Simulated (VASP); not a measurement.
Runs of VASP 6.6.1 on Bi. It takes space group Fm-3m (No. 225, cubic). The conventional cell has a = 5.066 Å, b = 5.066 Å, c = 5.066 Å, α = 90.00°, β = 90.00°, γ = 90.00°. Around Bi (site symmetry m-3m) lie 12 Bi at 3.58 Å. This isn't the form of Bi at room conditions, which is rhombohedral.

```csv
cell,gap on the mesh (eV),pressure (GPa)
"Fm-3m, 32.51 Å³/atom",none,(a)
"Fm-3m, 29.91 Å³/atom",none,4.6
"Fm-3m, 33.81 Å³/atom",none,-1.8
"Fm-3m, 35.11 Å³/atom",none,-3.2
```

Alike in all rows: task single point; level revPBE; potentials or basis VASP PAW PBE potentials, release 64 (Bi_d); no spin polarisation; k mesh 18 × 18 × 18; cutoff (eV) 520; smearing fermi-dirac 0.1 eV.

Problem. Estimate the missing entries.

Solution. (a) -0.2.

Caveats: the PAW data sets were made with another functional, which shifts forces and pressure a little; spin-orbit coupling is left out, which moves the levels of the heavy elements.

A k mesh can miss the band edges, and the runs leave out spin-orbit coupling on Bi.

A gap of «none» marks a metal or a gap under the smearing width.
